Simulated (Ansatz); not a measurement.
Input of an Ansatz 0.2.0 run:

File input.yaml:

```yaml
crystal:
  lattice:
    - [3.81369522, 0.0, 0.0]
    - [0.0, 3.81369522, 0.0]
    - [0.0, 0.0, 4.8869133]
  atoms:
    - { symbol: Sn, position: [0.5, 0.0, 0.76462614] }
    - { symbol: Sn, position: [0.0, 0.5, 0.23537386] }
    - { symbol: O, position: [0.0, 0.0, 0.0] }
    - { symbol: O, position: [0.5, 0.5, 0.0] }
kpoints:
  mp_grid: { grid: [7, 7, 6] }
  band_path:
    path:
      - [0.0, 0.0, 0.0]
      - [0.0, 0.5, 0.0]
      - [0.5, 0.5, 0.0]
      - [0.0, 0.0, 0.0]
      - [0.0, 0.0, 0.5]
      - [0.0, 0.5, 0.5]
      - [0.5, 0.5, 0.5]
      - [0.0, 0.0, 0.5]
    npoints: 10
scf:
  occupations: { method: fermi_dirac, width: 0.05 }
hamiltonian:
  xc: lda
  pseudopotentials: { kind: all_electron, lapw: { basis_error: 0.002 } }
output:
  forces: true
  stress: true
  eigenvalues: true
```

Potentials or basis: all-electron LAPW, scalar-relativistic.

Launch:

```console
$ ansatz run input.yaml --threads 2 --pin off --max-ram 6144MiB --backend cpu --events-out ev --progress --plain --runs-dir out
```

Estimate the band gap along the path.

0.22 eV, indirect (least direct gap 2.00 eV).

Estimate the largest force.

0.236 eV/Å.

Stress tensor (GPa, compression positive):
```
-3.47  0.00  0.00
 0.00 -3.47  0.00
 0.00  0.00 -2.97
```

Caveat: spin-orbit coupling is left out, which moves the levels of the heavy elements; the mesh misses the band edges, which the band path finds closer together. Expect the measured gap to be larger: semilocal functionals such as LDA lack the derivative discontinuity.
